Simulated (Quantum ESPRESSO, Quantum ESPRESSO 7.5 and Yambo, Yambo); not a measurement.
# AlAs (F-43m): G0W0 with and without spin-orbit coupling

Aim: spinor G0W0 for AlAs (F-43m) beside the scalar-relativistic result.

Method: PBE and many-body steps on it, plane waves, in Quantum ESPRESSO 7.5 and Yambo 5.3.0.

**The experiments to reproduce.**

- Gap 3.018 eV: lowest direct gap at Gamma; earlier measurement quoted from literature, technique not stated; 300 K; bulk crystal (pure AlAs, literature value used as model input) (quoted in “Simultaneous Measurement of Mid-Infrared Refractive Indices in Thin-Film Heterostructures: Methodology and Results for GaAs/AlGaAs”, 2023, arxiv:2301.08293).

Report form: the programs' logs are mostly left out.

**1. Set-up**

It takes space group F-43m (No. 216, cubic). Conventional cell: a = 5.661 Å, b = 5.661 Å, c = 5.661 Å, α = 90.00°, β = 90.00°, γ = 90.00°. Nearest to Al lie 4 As at 2.45 Å. Nearest to As lie 4 Al at 2.45 Å. Farther neighbours are not listed.

Coordinates:

```cif
data_structure
_symmetry_space_group_name_H-M 'P 1'
_symmetry_Int_Tables_number 1
_cell_length_a 4.0028
_cell_length_b 4.0028
_cell_length_c 4.0028
_cell_angle_alpha 60.000
_cell_angle_beta 60.000
_cell_angle_gamma 60.000
_cell_volume 45.35
loop_
_atom_site_label
_atom_site_type_symbol
_atom_site_fract_x
_atom_site_fract_y
_atom_site_fract_z
_atom_site_occupancy
Al1 Al 0.00000 0.00000 0.00000 1
As2 As 0.25000 0.25000 0.25000 1
```

The cell and positions come from the Crystallography Open Database and are kept as given unless a step says otherwise.

**2. Empty states on the mesh, 4×4×4 mesh, 127 bands**

This step: Quantum ESPRESSO 7.5; DFT, PBE, plane waves, norm-conserving pseudopotentials.

The sums over transitions need many empty states on a uniform mesh; this step solves for them.

The input, pw.in:

```
&control
  calculation = 'nscf'
  prefix = 'x'
  outdir = 'o'
  pseudo_dir = 'pseudo'
/
&system
  ibrav = 0
  nat = 2
  ntyp = 2
  ecutwfc = 76.0
  nbnd = 127
  force_symmorphic = .true.
/
&electrons
  conv_thr = 1e-9
  electron_maxstep = 80
  diago_full_acc = .true.
  diago_thr_init = 5e-6
/
ATOMIC_SPECIES
  Al 26.982 Al.upf
  As 74.922 As.upf
CELL_PARAMETERS angstrom
  0.0000000000 2.8304000000 2.8304000000
  2.8304000000 0.0000000000 2.8304000000
  2.8304000000 2.8304000000 -0.0000000000
ATOMIC_POSITIONS crystal
  Al 0.0000000000 0.0000000000 0.0000000000
  As 0.2500000000 0.2500000000 0.2500000000
K_POINTS automatic
  4 4 4 0 0 0
```

The run is started by

```console
$ OMP_NUM_THREADS=1 mpirun -n 8 pw.x -nk 4 -in pw.in > pw.out
```

Elapsed: 4.7 s, on 8 MPI ranks of Arm Neoverse V2, shared host; peak memory 0.51 GiB.

Numbers from this step:

* gap: 1.436 eV
* k of the valence top: 0, 0, 0
* k of the conduction bottom: 0, -0.5, -0.5
* least direct gap: 2.045 eV
* k points computed: 8
* lowest point of the top converged band, above the valence top: 97.0936 eV

On this mesh the gap is 1.436 eV.

The density comes from a self-consistent run that is not shown.

**3. Conversion and set-up**

This step: Yambo 5.3.0; conversion and set-up on PBE, plane waves, norm-conserving pseudopotentials.

The states are converted to the many-body program's format and the q mesh is built.

The run is started by

```console
$ (cd o/x.save; p2y > p2y.log; mv SAVE ../..); yambo > setup.log
```

It took 2.3 s on 1 MPI rank; peak memory 0.25 GiB.

**4. Scalar-relativistic**

Now the one-shot GW correction: screening in the RPA, then the self-energy of the levels asked for.

This step: G0W0 on PBE, plane waves, norm-conserving pseudopotentials.

The input, gw1.in:

```
HF_and_locXC
gw0
dyson
ppa
em1d
rim_cut
RandQpts= 1000000
RandGvec= 1 RL
EXXRLvcs= 76 Ry
VXCRLvcs= 304 Ry
Chimod= "HARTREE"
% BndsRnXp
 1 | 127 |
%
NGsBlkXp= 10.5 Ry
% LongDrXp
 1 | 1 | 1 |
%
% GbndRnge
 1 | 127 |
%
DysSolver= "n"
ExtendOut
PPAPntXp= 27.21138 eV
% QPkrange
 1 | 1 | 8 | 11 |
 7 | 7 | 8 | 11 |
%
```

The run is started by

```console
$ OMP_NUM_THREADS=1 mpirun -n 8 yambo -F gw1.in -J gw1 -C gw1 > gw1.log
```

The job ended after 30 s (8 MPI ranks; peak memory 3.1 GiB).

Numbers from this step:

```yaml
g0w0_gap_on_the_points_computed: 2.502 eV
starting_gap_on_the_mesh: 1.436 eV
k_of_the_valence_top: 0, 0, 0
k_of_the_conduction_bottom: 0, -0.5, -0.5
least_direct_g0w0_gap_on_the_computed_points: 3.130 eV
z_at_the_valence_top: 0.7880
z_at_the_conduction_bottom: 0.8050
```

The gap on the mesh goes from 1.44 eV to 2.50 eV, a correction of +1.07 eV.

**5. Empty states on the mesh, 4×4×4 mesh, 254 bands**

This step: Quantum ESPRESSO 7.5; DFT, PBE with spin-orbit coupling, plane waves, norm-conserving pseudopotentials.

Changes to pw.in since step 2:

```diff
@@ -11,4 +11,6 @@
   ecutwfc = 76.0
-  nbnd = 127
+  nbnd = 254
   force_symmorphic = .true.
+  noncolin = .true.
+  lspinorb = .true.
 /
```

The run is started by

```console
$ OMP_NUM_THREADS=1 mpirun -n 8 pw.x -nk 4 -in pw.in > pw.out
```

The job ended after 24 s (8 MPI ranks; peak memory 1 GiB; 3.2 min of CPU time).

This step gave:

```yaml
gap: 1.337 eV
k_of_the_valence_top: 0, 0, 0
k_of_the_conduction_bottom: 0, -0.5, -0.5
least_direct_gap: 1.948 eV
k_points_computed: 8
lowest_point_of_the_top_converged_band_above_the_valence_top: 97.0023 eV
```

On this mesh the gap is 1.337 eV.

The density comes from a self-consistent run that is not shown, made with spin-orbit coupling and fully relativistic files.

**6. Conversion and set-up**

This step: Yambo 5.3.0; conversion and set-up on PBE with spin-orbit coupling, plane waves, norm-conserving pseudopotentials.

The run is started by

```console
$ (cd o/x.save; p2y > p2y.log; mv SAVE ../..); yambo > setup.log
```

Run time: 2.8 s. Hardware: 1 MPI rank; peak memory 0.25 GiB.

**7. With spin-orbit coupling**

This step: G0W0 on PBE with spin-orbit coupling, plane waves, norm-conserving pseudopotentials.

The input, gw4.in:

```
HF_and_locXC
gw0
dyson
ppa
em1d
rim_cut
RandQpts= 1000000
RandGvec= 1 RL
EXXRLvcs= 76 Ry
VXCRLvcs= 304 Ry
Chimod= "HARTREE"
% BndsRnXp
 1 | 254 |
%
NGsBlkXp= 10.5 Ry
% LongDrXp
 1 | 1 | 1 |
%
% GbndRnge
 1 | 254 |
%
DysSolver= "n"
ExtendOut
PPAPntXp= 27.21138 eV
% QPkrange
 1 | 1 | 15 | 22 |
 7 | 7 | 15 | 22 |
%
```

The run is started by

```console
$ OMP_NUM_THREADS=1 mpirun -n 8 yambo -F gw4.in -J gw4 -C gw4 > gw4.log
```

The job ended after 2.4 min (8 MPI ranks; peak memory 5.7 GiB).

Numbers from this step:

```yaml
g0w0_gap_on_the_points_computed: 2.399 eV
starting_gap_on_the_mesh: 1.337 eV
k_of_the_valence_top: 0, 0, 0
k_of_the_conduction_bottom: 0, -0.5, -0.5
least_direct_g0w0_gap_on_the_computed_points: 3.029 eV
z_at_the_valence_top: 0.7885
z_at_the_conduction_bottom: 0.8049
```

Against G0W0 in Yambo (4×4×4 mesh, 127 bands, screening to 142.9 eV, Godby-Needs plasmon pole), the gap moves by −0.103 eV.

**8. Side by side**

Times are wall times on 8 MPI ranks of Arm Neoverse V2, shared host, good to a factor of about two.

```tsv
run	mesh	bands	screening cutoff (eV)	DFT gap (eV)	gap on the mesh (eV)	direct (eV)	time
scalar-relativistic	4×4×4	127	142.9	1.436	2.502	3.130	30 s
with spin-orbit coupling	4×4×4	254	142.9	1.337	2.399	3.029	2.4 min
```

**9. What came out**

```json
{
  "scalar-relativistic": "2.502 eV",
  "with spin-orbit coupling": "2.399 eV",
  "known limits": "not at the basis limit; exchange with frozen shells missing; no spin-orbit coupling in some runs; coarse k mesh"
}
```

With spin-orbit coupling: −0.103 eV against scalar-relativistic, −0.099 eV of it in the start. Against experiment, by with spin-orbit coupling: the direct gap of 3.03 eV lies +0.01 eV from the measured 3.018 eV (direct, 300 K, quoted 2023). An exciton line or allowed optical edge lies below the quasiparticle gap by the binding energy; a forbidden edge can push the onset above it. These are gaps on the mesh, at modest bands and cutoff. The calculation has static nuclei and no excitons; a measured gap holds zero-point and thermal motion, which mostly lowers it. Bands and cutoff are finite, so the gap is not at the basis limit. The miss can reach some tenths of an eV and take either sign; the mesh is an error of its own. In the G0W0 runs levels were corrected at 2 k points alone, so a gap called «on the mesh» is the least over those, and an edge elsewhere would be missed. The 4×4×4 mesh is coarse for this cell, which bears on the long-range parts of exchange and screening. The norm-conserving file of at least one element keeps a d shell over frozen s and p shells of the same row. Exchange with those shells is missing from the self-energy, an error of 0.3 to 0.9 eV in cases checked, whose sign depends on which edge lies on those atoms.

[Paths, hosts, dates, memory and timing lines, banners, echoed tables and standing remarks are left out of the program output.]

[Logs are printed without paths, hosts, clocks, repeated set-up lines and the standing remarks that a program may print on its own settings, such as how far it seeks lower states.]

[Runs of the session that timed out or met a known fault of the program may be left out.]

[Hosts, paths, dates, database ids (printed as entryN), source tags and the programs' standing remarks are cut or masked in the printed files.]
